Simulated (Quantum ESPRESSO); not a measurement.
NiO:

```
Ni O
1.0
     0.00000    2.08590    2.08590
     2.08590    0.00000    2.08590
     2.08590    2.08590    0.00000
Ni O
1 1
Direct
  0.00000 0.00000 0.00000
  0.50000 0.50000 0.50000
```

- Program: Quantum ESPRESSO 7.5
- Task: single point
- Functional: PBEsol
- Potentials or basis: GBRV 1.5 PBEsol
- Cutoff: 612 eV
- Density cutoff: 4898 eV
- k mesh: 11 × 11 × 11
- Occupations: fermi-dirac, width 0.05 eV
- Spin: collinear spin, ferromagnetic start
- Starting moments: [1.0, 0.0] μB

On this cell: pressure -11.5 GPa; largest force zero by symmetry; net moment 0.39 μB per cell; site moments Ni +0.33; O +0.05 μB; band gap on the k mesh none (metal or under the smearing width).

The same run follows on a disturbed copy (atoms moved at random, drawn with an rms of 0.05 Å):

```
Ni O
1.0
     0.00000    2.08590    2.08590
     2.08590    0.00000    2.08590
     2.08590    2.08590    0.00000
Ni O
1 1
Direct
  0.99963 0.98326 0.01952
  0.50305 0.49315 0.49605
```

**Question.** What changes?

**Answer.** The energy (extrapolated to zero smearing) moves by +3.7 meV/atom; pressure -11.1 GPa; largest force 0.252 eV/Å; net moment 0.39 μB per cell; site moments Ni +0.33; O +0.05 μB; band gap on the k mesh none (metal or under the smearing width).

Forces on the atoms (eV/Å):
```
Ni  -0.123 -0.183  0.121
O    0.123  0.183 -0.121
```

Stress tensor (GPa, compression positive):
```
-11.17   0.01  -0.01
  0.01 -10.91  -0.01
 -0.01  -0.01 -11.18
```

Caveats: semilocal functionals often make such compounds metallic where correlation or magnetic order opens a gap, which also shifts bond lengths.
